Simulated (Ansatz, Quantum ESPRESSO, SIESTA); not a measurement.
## One calculation of SiO2, 3 ways

```
Si O
1.0
     4.23317    0.00000    0.00000
     0.00000    4.23317    0.00000
     0.00000    0.00000    2.69349
Si O
2 4
Direct
  0.00000 0.00000 0.00000
  0.50000 0.50000 0.50000
  0.80684 0.19316 0.50000
  0.30684 0.30684 0.00000
  0.19316 0.80684 0.50000
  0.69316 0.69316 0.00000
```

The cell comes from a database or a generator and needn't be the stable form of this composition.

Alike in all runs: task band structure; functional PBEsol; k mesh 6 × 6 × 10; occupations fermi-dirac, width 0.05 eV; no spin polarisation; no spin-orbit coupling. Pressure is positive in compression and, in plane waves, holds the error of the finite cutoff. Gaps are the smaller of the mesh's and the band path's.

```tsv
program and potentials	plane-wave cutoff (eV)	notes	band gap (eV)	pressure (GPa)
Ansatz, all-electron LAPW, scalar-relativistic	-	-	5.00	-6.65
Quantum ESPRESSO, GBRV 1.5 PBEsol	612	-	5.02	-6.39
SIESTA, files PseudoDojo sr-pbesol-0.4.1-standard, DZP (energy shift 0.003 Ry)	-	atomic basis	4.90	-4.30
```

Force on atom 6 (O), eV/Å:

| program and potentials | x | y | z |
| --- | --- | --- | --- |
| Ansatz, all-electron LAPW, scalar-relativistic | -0.032 | -0.032 | 0.000 |
| Quantum ESPRESSO, GBRV 1.5 PBEsol | -0.020 | -0.020 | 0.000 |

The band gap spans 4.90 (SIESTA, files PseudoDojo sr-pbesol-0.4.1-standard, DZP (energy shift 0.003 Ry)) to 5.02 eV (Quantum ESPRESSO, GBRV 1.5 PBEsol), with all-electron results at 5.00. The pressure spans -6.65 (Ansatz, all-electron LAPW, scalar-relativistic) to -4.30 GPa (SIESTA, files PseudoDojo sr-pbesol-0.4.1-standard, DZP (energy shift 0.003 Ry)), with all-electron results at -6.65. Rows in atomic bases carry the error of their basis and grid, which can be large.

The functional is the same throughout but for its coding, so the spread measures potentials, basis and numerics; runs on potential files found faulty are left out.
